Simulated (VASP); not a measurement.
The system is C.

```
C
1.0
     2.46729    0.00000    0.00000
    -1.23365    2.13674    0.00000
     0.00000    0.00000    7.80307
C
4
Direct
  0.00000 0.00000 0.25000
  0.00000 0.00000 0.75000
  0.33333 0.66667 0.25000
  0.66667 0.33333 0.75000
```

| Property | Result |
| --- | --- |
| Program | VASP 6.6.1 |
| Task | relaxation of cell and atoms |
| Functional | PBE |
| Dispersion | D3(BJ) |
| Potentials or basis | VASP PAW PBE potentials, release 64 (C) |
| Cutoff | 600 eV |
| k mesh | 12 × 12 × 4 |
| Occupations | gaussian, width 0.03 eV |
| Spin | no spin polarisation |

At the start: pressure -1.1 GPa; volume 10.28 Å³/atom.

How do energy, volume and symmetry change on relaxing?

Over 12 steps the energy falls by 15.3 meV/atom and the volume is 8.80 Å³/atom (-14.4 %); space group P6_3/mmc (No. 194, to 0.05 Å).

Step by step:
| step | energy change (eV) | largest force (eV/Å) | pressure (GPa) | volume (Å³) |
| --- | --- | --- | --- | --- |
| 1 | 0.0000 | 0.0000 | -1.12 | 41.14 |
| 2 | -0.0034 | 0.0000 | 0.24 | 40.71 |
| 3 | -0.0048 | 0.0000 | 1.67 | 40.28 |
| 4 | -0.0057 | 0.0000 | 1.68 | 40.23 |
| 5 | -0.0082 | 0.0000 | 1.53 | 40.06 |
| 6 | -0.0133 | 0.0000 | 1.47 | 39.73 |
| 7 | -0.0233 | 0.0000 | 1.18 | 39.07 |
| 8 | -0.0417 | 0.0000 | 0.79 | 37.74 |
| 9 | -0.0612 | 0.0000 | 0.17 | 35.08 |
| 10 | -0.0612 | 0.0000 | 0.18 | 35.18 |
| 11 | -0.0612 | 0.0000 | -0.27 | 35.27 |
| 12 | -0.0612 | 0.0000 | 0.07 | 35.20 |

Final structure:
```cif
data_structure
_symmetry_space_group_name_H-M 'P 1'
_symmetry_Int_Tables_number 1
_cell_length_a 2.4649
_cell_length_b 2.4649
_cell_length_c 6.6906
_cell_angle_alpha 90.000
_cell_angle_beta 90.000
_cell_angle_gamma 120.000
_cell_volume 35.20
loop_
_atom_site_label
_atom_site_type_symbol
_atom_site_fract_x
_atom_site_fract_y
_atom_site_fract_z
_atom_site_occupancy
C1 C 0.00000 0.00000 0.25000 1
C2 C 0.00000 0.00000 0.75000 1
C3 C 0.33333 0.66667 0.25000 1
C4 C 0.66667 0.33333 0.75000 1
```
